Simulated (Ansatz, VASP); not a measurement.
**HfO2 in VASP and in Ansatz**

INCAR

```
SYSTEM = HfO2
PREC = Accurate
ENCUT = 520
EDIFF = 1E-6
ISMEAR = 0
SIGMA = 0.05
LREAL = .False.
LASPH = .True.
NELM = 60
ALGO = Normal
ISIF = 2
LWAVE = .False.
LCHARG = .True.
GGA = PE
LELF = .True.
LVHAR = .True.
NBANDS = 18
```

KPOINTS

```
Automatic mesh
0
Gamma
  8 8 8
  0 0 0
```

Contents of POSCAR:

```
HfO2
1.0
    0.0000000000      2.5488057612      2.5488057612
    2.5488057612      0.0000000000      2.5488057612
    2.5488057612      2.5488057612      0.0000000000
Hf O
1 2
Direct
    0.0000000000      0.0000000000      0.0000000000
    0.2500000000      0.2500000000      0.1667719888
    0.7500000000      0.7500000000      0.7500000000
```

Input for Ansatz:

```yaml
crystal:
  lattice:
    - [0.0, 2.5488057612, 2.5488057612]
    - [2.5488057612, 0.0, 2.5488057612]
    - [2.5488057612, 2.5488057612, 0.0]
  atoms:
    - { symbol: Hf, position: [0.0, 0.0, 0.0] }
    - { symbol: O, position: [0.25, 0.25, 0.1667719888] }
    - { symbol: O, position: [0.75, 0.75, 0.75] }
basis:
  ecutwfc: 420
kpoints:
  mp_grid: { grid: [8, 8, 8] }
hamiltonian:
  xc: pbe
scf:
  occupations: { method: gaussian, width: 0.05 }
output:
  forces: true
  stress: true
  eigenvalues: true
```

Alike in both runs: task single point; functional PBE; k mesh 8 × 8 × 8; occupations gaussian, width 0.05 eV; no spin polarisation.

```csv
,VASP,Ansatz
version,VASP 6.6.1,Ansatz 0.2.0
potentials or method,"VASP PAW PBE potentials, release 64 (Hf_pv, O)","scalar-relativistic, plane waves, PAW"
plane-wave cutoff (eV),520,420
valence electrons in the cell,22,38
```

Ansatz gave:

```
gap on the k mesh at the Fermi level (eV)       : 3.84
least direct gap on the mesh (eV)               : 3.84
pressure (GPa)                                  : 7.2
largest component of the traceless stress (GPa) : 8.19
rms of the force components (eV/Å)              : 1.573
```

**Question.** Estimate VASP's values.

**Answer.** gap on the k mesh at the Fermi level (eV): 3.84; least direct gap on the mesh (eV): 3.84; pressure (GPa): 3.8; largest component of the traceless stress (GPa): 7.67; rms of the force components (eV/Å): 1.556.

Atom by atom the forces differ by 0.018 eV/Å (rms over components). The two sets of potentials don't hold the same shells in valence.

Caveats: spin-orbit coupling is left out, which moves the levels of the heavy elements; forces of over 1 eV/Å show positions far from the minimum, so gaps and moduli don't describe the material at rest. A k mesh can miss the band edges.
